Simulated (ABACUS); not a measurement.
# InP (F-43m) in ABACUS: settings compared

One crystal, InP, is run at these levels: TPSS, LDA; tasks: relaxation of cell and atoms, single point.

Everything below comes from runs of ABACUS 3.10.1. Logs are shortened: lines on timing, memory, paths and dates and some standing lists are left out, and cuts for length are marked.

**Experimental background.**

From a printed reference work, data compilation, for a bulk crystal of InP at 1.6 K: band gap 1.4236 eV (direct).

The runs below are set against these values where they give the same quantity.

**1. Starting point**

It takes space group F-43m (No. 216, cubic). The conventional cell has a = 5.861 Å, b = 5.861 Å, c = 5.861 Å, α = 90.00°, β = 90.00°, γ = 90.00°. In (site symmetry -43m) has 4 P at 2.54 Å as nearest neighbours. Around P (site symmetry -43m) lie 4 In at 2.54 Å.

**2. Relaxation of cell and atoms, TPSS**

Contents of run_abacus.py:

```python
"""ABACUS run from a structure file: ASE reads it, the script writes STRU, KPT and INPUT."""
import re
import subprocess
from ase.io import read
from ase.units import Bohr

atoms = read("POSCAR")
atoms = atoms[(-atoms.numbers).argsort(kind="stable")]  # ABACUS lists atoms element by element
pseudo = {'In': 'In_ONCV_PBE-1.2.upf', 'P': 'P_ONCV_PBE-1.2.upf'}
orbital = {}
magmoms = None
kmesh = [5, 5, 5]
params = {
    'suffix': 'InP',
    'calculation': 'cell-relax',
    'basis_type': 'pw',
    'pseudo_dir': './',
    'symmetry': 1,
    'dft_functional': 'MGGA_X_TPSS+MGGA_C_TPSS',
    'ecutwfc': 82,
    'pseudo_rcut': 10,
    'nspin': 1,
    'nbands': 13,
    'ks_solver': 'dav',
    'smearing_method': 'fd',
    'smearing_sigma': 0.00367493,
    'scf_thr': 1e-08,
    'scf_nmax': 100,
    'mixing_type': 'broyden',
    'mixing_beta': 0.7,
    'cal_force': 1,
    'cal_stress': 1,
    'mixing_tau': 1,
    'relax_nmax': 60,
    'force_thr_ev': 0.005,
    'relax_method': 'cg',
    'out_stru': 1,
    'stress_thr': 1,
    'kpar': 4,
}

symbols = atoms.get_chemical_symbols()
elements = list(dict.fromkeys(symbols))
lines = ["ATOMIC_SPECIES"] + [f"{e} {atoms.get_masses()[symbols.index(e)]:.4f} {pseudo[e]}" for e in elements]
if orbital:
    lines += ["", "NUMERICAL_ORBITAL"] + [orbital[e] for e in elements]
lines += ["", "LATTICE_CONSTANT", f"{1 / Bohr:.10f}", "", "LATTICE_VECTORS"]
lines += [" ".join(f"{x:.10f}" for x in v) for v in atoms.cell]
lines += ["", "ATOMIC_POSITIONS", "Direct"]
for e in elements:
    lines += ["", e, "0.0", str(symbols.count(e))]
    for i, p in enumerate(atoms.get_scaled_positions(wrap=False)):
        if symbols[i] == e:
            mag = "" if magmoms is None else " mag " + " ".join(str(x) for x in (magmoms[i] if isinstance(magmoms[i], list) else [magmoms[i]]))
            lines.append(" ".join(f"{x:.10f}" for x in p) + " 1 1 1" + mag)
open("STRU", "w").write("\n".join(lines) + "\n")
open("KPT", "w").write("K_POINTS\n0\nGamma\n%d %d %d 0 0 0\n" % tuple(kmesh))
open("INPUT", "w").write("INPUT_PARAMETERS\n" + "".join(f"{k:<20s}{v}\n" for k, v in params.items()))

done = subprocess.run(['mpirun', '-np', '4', 'abacus'])
if done.returncode:
    raise SystemExit(done.returncode)
log = open("OUT.InP/running_cell-relax.log").read()
print("final energy (eV):", re.findall(r"FINAL_ETOT_IS (\S+)", log))
```

Contents of POSCAR:

```
InP
1.0
    0.0000000000      2.9305000000      2.9305000000
    2.9305000000      0.0000000000      2.9305000000
    2.9305000000      2.9305000000      0.0000000000
In P
1 1
Direct
    0.0000000000      0.0000000000      0.0000000000
    0.7500000000      0.7500000000      0.7500000000
```

Potentials or basis: SG15 ONCV 1.2 PBE, plane waves.

On the command line:

```sh
$ OMP_NUM_THREADS=1 python run_abacus.py > log
```

running log:

```text
ABACUS v3.10.1

               Atomic-orbital Based Ab-initio Computation at UStc

 ------------------------------------------------------------------------------------

 READING GENERAL INFORMATION
                           global_out_dir = OUT.InP/
                           global_in_card = INPUT
                               pseudo_dir = ./
                              orbital_dir =
                                    DSIZE = 4
                                    GSIZE = 1

 READING UNITCELL INFORMATION
                                    ntype = 2
                  lattice constant (Bohr) = 1.88973
              lattice constant (Angstrom) = 1

 READING ATOM TYPE 1
                               atom label = In
                      L=0, number of zeta = 1
                      L=1, number of zeta = 1
                      L=2, number of zeta = 1
             number of atom for this type = 1

 READING ATOM TYPE 2
                               atom label = P
                      L=0, number of zeta = 1
                      L=1, number of zeta = 1
                      L=2, number of zeta = 1
             number of atom for this type = 1

                        TOTAL ATOM NUMBER = 2
DIRECT COORDINATES
    atom                   x                   y                   z     mag                  vx                  vy                  vz
taud_In1            0.0000000000        0.0000000000        0.0000000000  0.0000        0.0000000000        0.0000000000        0.0000000000
taud_P1            0.7500000000        0.7500000000        0.7500000000  0.0000        0.0000000000        0.0000000000        0.0000000000

                          Volume (Bohr^3) = 339.666
                             Volume (A^3) = 50.3332

 Lattice vectors: (Cartesian coordinate: in unit of a_0)
                   +0             +2.9305             +2.9305
              +2.9305                  +0             +2.9305
              +2.9305             +2.9305                  +0
 Reciprocal vectors: (Cartesian coordinate: in unit of 2 pi/a_0)
            -0.170619           +0.170619           +0.170619
            +0.170619           -0.170619           +0.170619
            +0.170619           +0.170619           -0.170619
 The esolver type has been set to : ksdft_pw

                PAO radial cut off (Bohr) = 10

 Read in pseudopotential file is In_ONCV_PBE-1.2.upf
                     pseudopotential type = NC
          exchange-correlation functional = PBE
                 nonlocal core correction = 0
                        valence electrons = 13
                                     lmax = 2
                           number of zeta = 0
                     number of projectors = 6
                           L of projector = 0
                           L of projector = 0
                           L of projector = 1
                           L of projector = 1
                           L of projector = 2
                           L of projector = 2
 XC functional updated to : MGGA_X_TPSS+MGGA_C_TPSS
          exchange-correlation functional = MGGA_X_TPSS+MGGA_C_TPSS
                PAO radial cut off (Bohr) = 10

 Read in pseudopotential file is P_ONCV_PBE-1.2.upf
                     pseudopotential type = NC
          exchange-correlation functional = PBE
                 nonlocal core correction = 0
                        valence electrons = 5
                                     lmax = 1
                           number of zeta = 0
                     number of projectors = 4
                           L of projector = 0
                           L of projector = 0
                           L of projector = 1
                           L of projector = 1
 XC functional updated to : MGGA_X_TPSS+MGGA_C_TPSS
          exchange-correlation functional = MGGA_X_TPSS+MGGA_C_TPSS
     initial pseudo atomic orbital number = 0

 SETUP THE ELECTRONS NUMBER
            electron number of element In = 13
      total electron number of element In = 13
             electron number of element P = 5
       total electron number of element P = 5
            AUTOSET number of electrons:  = 18
[... 144 lines left out ...]
 P non-local projectors:
 projector 1 L=0
 projector 2 L=0
 projector 3 L=1
 projector 4 L=1
      TOTAL NUMBER OF NONLOCAL PROJECTORS = 26

 Init Non-Local PseudoPotential table :
 Init Non-Local-Pseudopotential done.

                                     npwx = 4285

 -------------------------------------------
 STEP OF RELAXATION : 1
 -------------------------------------------
                                 init_chg = atomic

 PW ALGORITHM --------------- ION=   1  ELEC=   1--------------------------------
 Notice: Threshold on eigenvalues was too large.
 hsover_error=0.18 > DRHO=0.130209
 Origin diag ethr = 0.01
 New diag ethr = 0.000723383
[... 116 lines left out ...]
 charge density convergence is achieved
 final etot is -1599.8901331 eV
 EFERMI = 8.0308031329 eV

 STATE ENERGY(eV) AND OCCUPATIONS    NSPIN == 1
[... levels at 3 further k points ...]

------------------------------------------------------------------------------------------
 TOTAL-FORCE (eV/Angstrom)
------------------------------------------------------------------------------------------
                       In1         0.0000000000         0.0000000000         0.0000000000
                        P1         0.0000000000         0.0000000000         0.0000000000
------------------------------------------------------------------------------------------
[... 13 lines left out ...]
 Largest gradient in stress is 31.983936 kbar.
 Threshold is 1.000000 kbar.

 Relaxation is not converged yet!
DIRECT COORDINATES
    atom                   x                   y                   z     mag                  vx                  vy                  vz
taud_In1            0.0000000000        0.0000000000        0.0000000000  0.0000        0.0000000000        0.0000000000        0.0000000000
taud_P1            0.7500000000        0.7500000000        0.7500000000  0.0000        0.0000000000        0.0000000000        0.0000000000

                          Volume (Bohr^3) = 365.911162
                             Volume (A^3) = 54.222375
[... 10 lines left out ...]
 -------------------------------------------
 STEP OF RELAXATION : 2
 -------------------------------------------

[... set-up of the moved cell ...]

 PW ALGORITHM --------------- ION=   2  ELEC=   1--------------------------------
 Notice: Threshold on eigenvalues was too large.
 hsover_error=0.180000 > DRHO=0.000664
 Origin diag ethr = 0.010000
 New diag ethr = 0.000004

 Density error is 0.000069523905
                          Error Threshold = 0.000003688757
----------------------------------------------------------
     Energy           Rydberg                 eV
----------------------------------------------------------
 E_KohnSham     -117.5902206654      -1599.8970301262
 E_Harris       -117.6827241640      -1601.1556047929
 E_Fermi        0.5079349153         6.9108090610
----------------------------------------------------------

[... 5 further cycles ...]
 PW ALGORITHM --------------- ION=   2  ELEC=   7--------------------------------

 Density error is 0.000000000191
                          Error Threshold = 0.000000000061
----------------------------------------------------------
     Energy           Rydberg                 eV
----------------------------------------------------------
 E_KohnSham     -117.5909582169      -1599.9070650297
 E_KS(sigma->0) -117.5909470331      -1599.9069128657
 E_Harris       -117.5910008095      -1599.9076445313
 E_band         -4.0952383457        -55.7185761693
 E_one_elec     -44.2802575629       -602.4638117635
 E_Hartree      31.3017626994        425.8823301555
 E_xc           -17.0905699146       -232.5291329056
 E_Ewald        -87.5218710711       -1190.7961461881
 E_entropy(-TS) -0.0000223677        -0.0003043280
 E_descf        0.0000000000         0.0000000000
[... 4 lines left out ...]
 charge density convergence is achieved
 final etot is -1599.90706502966 eV
 EFERMI = 6.88128982525 eV

 STATE ENERGY(eV) AND OCCUPATIONS    NSPIN == 1
[... levels at 3 further k points ...]

------------------------------------------------------------------------------------------
 TOTAL-FORCE (eV/Angstrom)
------------------------------------------------------------------------------------------
                       In1         0.0000000000         0.0000000000         0.0000000000
                        P1         0.0000000000         0.0000000000         0.0000000000
------------------------------------------------------------------------------------------
[... 13 lines left out ...]
 Largest gradient in stress is 14.800951 kbar.
 Threshold is 1.000000 kbar.

 Relaxation is not converged yet!
DIRECT COORDINATES
    atom                   x                   y                   z     mag                  vx                  vy                  vz
taud_In1            0.0000000000        0.0000000000        0.0000000000  0.0000        0.0000000000        0.0000000000        0.0000000000
taud_P1            0.7500000000        0.7500000000        0.7500000000  0.0000        0.0000000000        0.0000000000        0.0000000000

                          Volume (Bohr^3) = 356.375283
                             Volume (A^3) = 52.809305
[... 10 lines left out ...]
 -------------------------------------------
 STEP OF RELAXATION : 3
 -------------------------------------------

[... set-up of the moved cell ...]

 PW ALGORITHM --------------- ION=   3  ELEC=   1--------------------------------
 Notice: Threshold on eigenvalues was too large.
 hsover_error=0.180000 > DRHO=0.000208
 Origin diag ethr = 0.010000
 New diag ethr = 0.000001

 Density error is 0.000119318161
                          Error Threshold = 0.000001156509
----------------------------------------------------------
     Energy           Rydberg                 eV
----------------------------------------------------------
 E_KohnSham     -117.5912951648      -1599.9116494416
 E_Harris       -117.5042573257      -1598.7274388882
 E_Fermi        0.5325706528         7.2459954660
----------------------------------------------------------

[... 3 further cycles ...]
 PW ALGORITHM --------------- ION=   3  ELEC=   5--------------------------------

 Density error is 0.000000006706
                          Error Threshold = 0.000000000469
----------------------------------------------------------
     Energy           Rydberg                 eV
----------------------------------------------------------
 E_KohnSham     -117.5914506994      -1599.9137655974
 E_KS(sigma->0) -117.5914471504      -1599.9137173119
 E_Harris       -117.5911551017      -1599.9097437855
 E_band         -3.7351990752        -50.8199905875
 E_one_elec     -43.0784302204       -586.1121118922
 E_Hartree      30.8980689866        420.3897954149
 E_xc           -17.1154365137       -232.8674603436
 E_Ewald        -88.2956458541       -1201.3238922055
 E_entropy(-TS) -0.0000070978        -0.0000965710
 E_descf        0.0000000000         0.0000000000
[... 73 lines left out ...]
 Largest gradient in stress is 0.020180 kbar.
 Threshold is 1.000000 kbar.

 Relaxation is converged!

 --------------------------------------------
 !FINAL_ETOT_IS -1599.9137655974443533 eV
 --------------------------------------------
```

It took 23 s on 4 MPI ranks of Intel Xeon 6975P-C (Granite Rapids), shared host; peak memory 0.44 GiB.

Results:

```yaml
Free_energy: -1599.9138 eV
Relaxed_volume: 26.40 Å³/atom
Relaxed_cell: a = 4.211 Å, b = 4.211 Å, c = 4.211 Å, α = 60.00°, β = 60.00°, γ = 60.00°
Space_group_after_relaxing_to_0.05_Å: F-43m (No. 216)
Energy_gained_by_relaxing: 11.8 meV/atom
Ionic_steps: 3
Pressure_after_relaxing: 0.0 GPa
Band_gap_on_the_k_mesh: 0.52 eV, direct
```

The path:
```tsv
step	energy change (eV)	largest force (eV/Å)	pressure (GPa)	volume (Å³)
1	0.0000	0.0000	3.20	50.33
2	-0.0169	0.0000	-1.48	54.22
3	-0.0236	0.0000	0.00	52.81
```

Final structure:
```
CELL_PARAMETERS angstrom
0.00000 2.97779 2.97779
2.97779 0.00000 2.97779
2.97779 2.97779 0.00000
ATOMIC_POSITIONS crystal
In 0.00000 0.00000 0.00000
P 0.75000 0.75000 0.75000
```

Caveat: the potentials were made for another functional, which shifts forces and pressure; spin-orbit coupling is left out, which moves the levels of the heavy elements. Zero-point motion and thermal expansion aren't in these numbers.

(Continued in part 2 of 2.)
